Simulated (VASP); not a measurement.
# PtS2 (P-3m1) in VASP: a series of runs

One crystal, PtS2, is run at these levels: PBEsol, RPBE; tasks: relaxation of cell and atoms, single point.

All numbers are computed with VASP 6.6.1; they aren't measurements. Logs are shortened: lines on timing, memory, paths and dates and some standing lists are left out, and cuts for length are marked.

## 1. The crystal as given

It takes space group P-3m1 (No. 164, trigonal). Conventional cell: a = 3.549 Å, b = 3.549 Å, c = 5.597 Å, α = 90.00°, β = 90.00°, γ = 120.00°. Around Pt (site symmetry -3m) lie 6 S at 2.39 Å. S (site symmetry 3m) has 3 Pt at 2.39 Å as nearest neighbours.

The cell is a database's computed one.

## 2. Relaxation of cell and atoms, PBEsol

File INCAR:

```
  PREC = Accurate
  ENCUT = 600
  EDIFF = 1E-7
  ISMEAR = 0
  SIGMA = 0.02
  LREAL = False
  LASPH = True
  NELM = 100
  ALGO = Normal
  ISIF = 3
  LWAVE = False
  LCHARG = False
  GGA = PS
  IBRION = 2
  NSW = 90
  EDIFFG = -0.005
```

File KPOINTS:

```
regular mesh
0
Gamma
  3 3 2
```

File POSCAR:

```
PtS2
1.0
    3.5487421900      0.0000000000      0.0000000000
   -1.7743710900      3.0733008900      0.0000000000
    0.0000000000      0.0000000000      5.5970665400
Pt S
1 2
Direct
    0.0000000000      0.0000000000      0.0000000000
    0.6666666700      0.3333333300      0.7796640600
    0.3333333300      0.6666666700      0.2203359400
```

Potentials or basis: VASP PAW PBE potentials, release 64 (Pt, S).

On the command line:

```
$ cat potpaw_PBE.64/Pt/POTCAR potpaw_PBE.64/S/POTCAR > POTCAR
$ mpirun -np 1 vasp_std > vasp.out
```

OUTCAR:

```text
PREC = Accurate
   ENCUT = 600
   EDIFF = 1E-7
   ISMEAR = 0
   LREAL = False
   LASPH = True
   NELM = 100
   ISIF = 3
   GGA = PS
   IBRION = 2
   NSW = 90
   EDIFFG = -0.005

 ion  position               nearest neighbor table
   1  0.000  0.000  0.000-   2 2.39   3 2.39   3 2.39   2 2.39   2 2.39   3 2.39
   2  0.667  0.333  0.780-   1 2.39   1 2.39   1 2.39
   3  0.333  0.667  0.220-   1 2.39   1 2.39   1 2.39

  LATTYP: Found a hexagonal cell.
 ALAT       =     3.5487421900
 C/A-ratio  =     1.5771972830

  Lattice vectors:

 A1 = (   3.5487421900,   0.0000000000,   0.0000000000)
 A2 = (  -1.7743710900,   3.0733008900,   0.0000000000)
 A3 = (   0.0000000000,   0.0000000000,   5.5970665400)

Analysis of symmetry for initial positions (statically):
=====================================================================
 Subroutine PRICEL returns:
 Original cell was already a primitive cell.

 Routine SETGRP: Setting up the symmetry group for a
 hexagonal supercell.

 Subroutine GETGRP returns: Found 12 space group operations
 (whereof 12 operations were pure point group operations)
 out of a pool of 24 trial point group operations.

The static configuration has the point symmetry D_3d.

Analysis of symmetry for dynamics (positions and initial velocities):
=====================================================================
 Subroutine PRICEL returns:
 Original cell was already a primitive cell.

 Routine SETGRP: Setting up the symmetry group for a
 hexagonal supercell.

 Subroutine GETGRP returns: Found 12 space group operations
 (whereof 12 operations were pure point group operations)
 out of a pool of 24 trial point group operations.

The dynamic configuration has the point symmetry D_3d.

 Subroutine INISYM returns: Found 12 space group operations
 (whereof 12 operations are pure point group operations),
 and found     1 'primitive' translations

----------------------------------------------------------------------------------------

                                     Primitive cell

  volume of cell :      61.0436

  direct lattice vectors                    reciprocal lattice vectors
     3.548742190  0.000000000  0.000000000     0.281789983  0.162691522  0.000000000
    -1.774371090  3.073300890  0.000000000     0.000000000  0.325383044  0.000000000
     0.000000000  0.000000000  5.597066540     0.000000000  0.000000000  0.178665019

  length of vectors
     3.548742190  3.548742189  5.597066540     0.325383044  0.325383044  0.178665019

  position of ions in fractional coordinates (direct lattice)
     0.000000000  0.000000000  0.000000000
     0.666666670  0.333333330  0.779664060
     0.333333330  0.666666670  0.220335940

  ion indices of the primitive-cell ions
   primitive index   ion index
                 1           1
                 2           2
                 3           3

----------------------------------------------------------------------------------------

 KPOINTS: regular mesh

Automatic generation of k-mesh.
 Grid dimensions read from file:
 generate k-points for:    3    3    2

 Generating k-lattice:

  Cartesian coordinates                     Fractional coordinates (reciprocal lattice)
     0.093929994  0.054230507  0.000000000     0.333333333  0.000000000  0.000000000
     0.000000000  0.108461015  0.000000000     0.000000000  0.333333333  0.000000000
     0.000000000  0.000000000  0.089332510     0.000000000  0.000000000  0.500000000

  Length of vectors
     0.108461015  0.108461015  0.089332510

  Shift w.r.t. Gamma in fractional coordinates (k-lattice)
     0.000000000  0.000000000  0.000000000

 Subroutine IBZKPT returns following result:
 ===========================================

 Found      6 irreducible k-points:

 Following reciprocal coordinates:
            Coordinates               Weight
  0.000000  0.000000  0.000000      1.000000
  0.333333  0.000000  0.000000      6.000000
  0.333333  0.333333  0.000000      2.000000
  0.000000  0.000000  0.500000      1.000000
  0.333333  0.000000  0.500000      6.000000
  0.333333  0.333333  0.500000      2.000000
   k-points           NKPTS =      6   k-points in BZ     NKDIM =      6   number of bands    NBANDS=     15
   number of dos      NEDOS =    301   number of ions     NIONS =      3
   total plane-waves  NPLWV =  37632
   dimension x,y,z NGX =    28 NGY =   28 NGZ =   48
   dimension x,y,z NGXF=    56 NGYF=   56 NGZF=   96
   ions per type =               1   2
   NGX,Y,Z   is equivalent  to a cutoff of  13.12, 13.12, 14.26 a.u.
   NGXF,Y,Z  is equivalent  to a cutoff of  26.23, 26.23, 28.51 a.u.
 SYSTEM =  unknown system
   PREC   = accura    normal or accurate (medium, high low for compatibility)
   ISTART =      0    job   : 0-new  1-cont  2-samecut
   ICHARG =      2    charge: 1-file 2-atom 10-const
   ISPIN  =      1    spin polarized calculation?
   LNONCOLLINEAR =      F non collinear calculations
   LSORBIT =      F    spin-orbit coupling
   LASPH  =      T    aspherical Exc in radial PAW
   ENCUT  =  600.0 eV  44.10 Ry    6.64 a.u.   7.09  7.09 11.18*2*pi/ulx,y,z
   NELM   =    100;   NELMIN=  2; NELMDL= -5     # of ELM steps
   EDIFF  = 0.1E-06   stopping-criterion for ELM
   LREAL  =      F    real-space projection
   EDIFFG = -.5E-02   stopping-criterion for IOM
   NSW    =     90    number of steps for IOM
   IBRION =      2    ionic relax: 0-MD 1-quasi-New 2-CG
   NFREE  =      1    steps in history (QN), initial steepest desc. (CG)
   ISIF   =      3    stress and relaxation
   ISYM   =      2    0-nonsym 1-usesym 2-fastsym
   POTIM  = 0.5000    time-step for ionic-motion
   TEBEG  =    0.0;   TEEND  =   0.0 temperature during run
   PSTRESS=    0.0 pullay stress
   NELECT =      22.0000    total number of electrons
   NUPDOWN=      -1.0000    fix difference up-down
   EMIN   =  10.00;   EMAX   =-10.00  energy-range for DOS
   EFERMI =   0.00;   METHOD = LEGACY
   ISMEAR =     0;   SIGMA  =   0.02  broadening in eV -4-tet -1-fermi 0-gaus
   EFERMI_NEDOS =   21; number of points for ismear=-14 and -15
   IALGO  =     38    algorithm
   IMIX   =      4    mixing-type and parameters
     AMIX     =   0.40;   BMIX     =  1.00
     AMIX_MAG =   1.60;   BMIX_MAG =  1.00
  volume/ion in A,a.u.               =      20.35       137.31
  Fermi-wavevector in a.u.,A,eV,Ry     =   1.165026  2.201580 18.467000  1.357286
  Thomas-Fermi vector in A             =   2.301557
   LORBIT       =      0    0 simple, 1 ext, 2 COOP (PROOUT), +10 PAW based schemes
   GGA     = PS    functional components
   LHFCALC =     F    Hartree Fock is set to
   AEXX    =    0.0000 exact exchange contribution
   IVDW    =     0    specifies the selected vdW correction
   LEPSILON=     F    determine dielectric tensor
   LRPA    =     F    only Hartree local field effects (RPA)
 conjugate gradient relaxation of ions
 non-spin polarized calculation
 Gauss-broadening in eV      SIGMA  =   0.02
  energy-cutoff  :      600.00
  volume of cell :       61.04
 maximum number of plane-waves:      2061
   NGX = 15   NGY = 15   NGZ = 23

--------------------------------------- Ionic step        1  -------------------------------------------

 number of electron      21.9999999 magnetization

 Free energy of the ion-electron system (eV)
  ---------------------------------------------------
  ext. energy  EPLUGINS =         0.00000000
  ---------------------------------------------------
  free energy    TOTEN  =       -17.05992009 eV

  energy without entropy =      -17.05992009  energy(sigma->0) =      -17.05992009

------------------------ aborting loop because EDIFF is reached ----------------------------------------

  FORCE on cell =-STRESS in cart. coord.  units (eV):
  Direction    XX          YY          ZZ          XY          YZ          ZX
  --------------------------------------------------------------------------------------
  -------------------------------------------------------------------------------------
  Total       -0.9312571     -0.9312571     -1.1752161     -0.0000000      0.0000000      0.0000000
  in kB      -24.4421934    -24.4421935    -30.8452519     -0.0000000      0.0000000      0.0000000
  external PRESSURE =     -26.5765462 kB  Pullay stress =       0.0000000 kB
[... 92 lines left out ...]
  FREE ENERGIE OF THE ION-ELECTRON SYSTEM (eV)
  ---------------------------------------------------
  free  energy   TOTEN  =       -17.0719514783 eV

  energy  without entropy=      -17.0719514783  energy(sigma->0) =      -17.07195148

[... ionic steps 4 to 19 ...]

--------------------------------------- Ionic step       20  -------------------------------------------

 number of electron      21.9999998 magnetization

------------------------ aborting loop because EDIFF is reached ----------------------------------------

  FORCE on cell =-STRESS in cart. coord.  units (eV):
  Direction    XX          YY          ZZ          XY          YZ          ZX
  --------------------------------------------------------------------------------------
  -------------------------------------------------------------------------------------
  Total       -0.0552499     -0.0552499      0.0591026     -0.0000000      0.0000000     -0.0000000
  in kB       -1.5801640     -1.5801640      1.6903521     -0.0000000      0.0000000     -0.0000000
  external PRESSURE =      -0.4899919 kB  Pullay stress =       0.0000000 kB
[... 59 lines left out ...]
  energy  without entropy=      -17.0872910964  energy(sigma->0) =      -17.08729110

--------------------------------------- Ionic step       22  -------------------------------------------

 number of electron      21.9999999 magnetization

 Free energy of the ion-electron system (eV)
  ---------------------------------------------------
  ext. energy  EPLUGINS =         0.00000000
  ---------------------------------------------------
  free energy    TOTEN  =       -17.08739537 eV

  energy without entropy =      -17.08739537  energy(sigma->0) =      -17.08739537

 E-fermi :   6.3976     XC(G=0): -10.6921

 val. band max:        6.2820450045   @ k =   0.0000   0.0000   0.0000
 cond. band min:       7.2238845043   @ k =   0.3333   0.3333   0.0000
 fundamental gap:      0.9418394998
 Fermi energy:         6.3975842693

 k-point     1 :       0.0000    0.0000    0.0000
  band No.  band energies     occupation
      1      -8.8951      2.00000
      2      -5.9294      2.00000
      3      -0.4833      2.00000
      4      -0.3022      2.00000
      5      -0.3022      2.00000
      6       2.5620      2.00000
      7       2.5620      2.00000
      8       4.4519      2.00000
      9       5.2954      2.00000
     10       5.2954      2.00000
     11       6.2820      2.00000
     12       8.6043      0.00000
     13       8.6043      0.00000
     14      11.0029      0.00000
     15      11.7135      0.00000
[... 118 lines left out ...]
  FREE ENERGIE OF THE ION-ELECTRON SYSTEM (eV)
  ---------------------------------------------------
  free  energy   TOTEN  =       -17.0873953664 eV

  energy  without entropy=      -17.0873953664  energy(sigma->0) =      -17.08739537

 reached required accuracy - stopping structural energy minimisation
```

Run time: 92 s. Hardware: 1 thread of Intel Xeon Platinum 8488C (Sapphire Rapids), shared host; peak memory 0.19 GiB.

What came out:

- Free energy: -17.0874 eV
- Relaxed volume: 18.66 Å³/atom
- Relaxed cell: a = 3.556 Å, b = 3.556 Å, c = 5.111 Å, α = 90.00°, β = 90.00°, γ = 120.00°
- Space group after relaxing (to 0.05 Å): P-3m1 (No. 164)
- Energy gained by relaxing: 9.2 meV/atom
- Ionic steps: 22
- Pressure after relaxing: 0.0 GPa
- Largest force after relaxing: 0.005 eV/Å
- Band gap on the k mesh: 0.94 eV, indirect (least direct gap 2.28 eV)

Forces on the atoms (eV/Å):
```
Pt   0.000  0.000  0.000
S    0.000  0.000 -0.005
S    0.000  0.000  0.005
```

The path:
```tsv
step	energy change (eV)	largest force (eV/Å)	pressure (GPa)	volume (Å³)
1	0.0000	0.3657	-2.66	61.04
2	0.0229	0.5945	5.39	58.11
3	-0.0120	0.0291	0.10	59.93
4	-0.0144	0.0127	-0.02	59.91
5	-0.0156	0.0721	-0.20	59.89
6	-0.0164	0.0901	-0.04	59.65
7	-0.0184	0.1445	0.45	58.92
8	-0.0195	0.2559	1.55	57.48
9	-0.0196	0.2550	1.55	57.46
10	-0.0198	0.2533	1.54	57.41
11	-0.0202	0.2499	1.53	57.31
12	-0.0211	0.2426	1.50	57.11
13	-0.0225	0.2281	1.46	56.71
14	-0.0243	0.1996	1.43	55.91
15	-0.0222	0.1412	1.56	54.29
16	-0.0243	0.1910	1.50	55.38
17	-0.0258	0.1451	1.04	55.57
18	-0.0272	0.0103	-0.29	56.12
19	-0.0272	0.0339	-0.06	56.02
20	-0.0273	0.0310	-0.05	56.02
21	-0.0274	0.0223	-0.03	56.01
22	-0.0275	0.0046	-0.01	55.98
```

Final structure:
```
Pt S
1.0
     3.55632    0.00000    0.00000
    -1.77816    3.07986    0.00000
     0.00000    0.00000    5.11129
Pt S
1 2
Cartesian
  0.0000 0.0000 0.0000
  1.7782 1.0266 3.9169
  0.0000 2.0532 1.1944
```

Levels at points of the mesh, in eV from the valence-band top:
| k point | band 7 | band 8 | band 9 | band 10 | band 11 | band 12 | band 13 | band 14 | band 15 |
| --- | --- | --- | --- | --- | --- | --- | --- | --- | --- |
| (0.00, 0.00, 0.00) | -3.72 | -1.83 | -0.99 | -0.99 | 0.00 | 2.32 | 2.32 | 4.72 | 5.43 |
| (0.00, 0.00, 0.50) | -3.74 | -2.48 | -1.19 | -1.19 | -0.98 | 2.81 | 2.81 | 5.48 | 7.11 |

Caveat: the k mesh is coarse (spacing up to 0.68 Å⁻¹), so the values aren't converged; the PAW data sets were made with another functional, which shifts forces and pressure a little; spin-orbit coupling is left out, which moves the levels of the heavy elements; an odd mesh through Γ misses points on the zone boundary, where band edges often lie; this functional lacks dispersion, which binds the layers, so the pressure and a relaxed spacing across them are unreliable.

(Continued in part 2 of 3.)
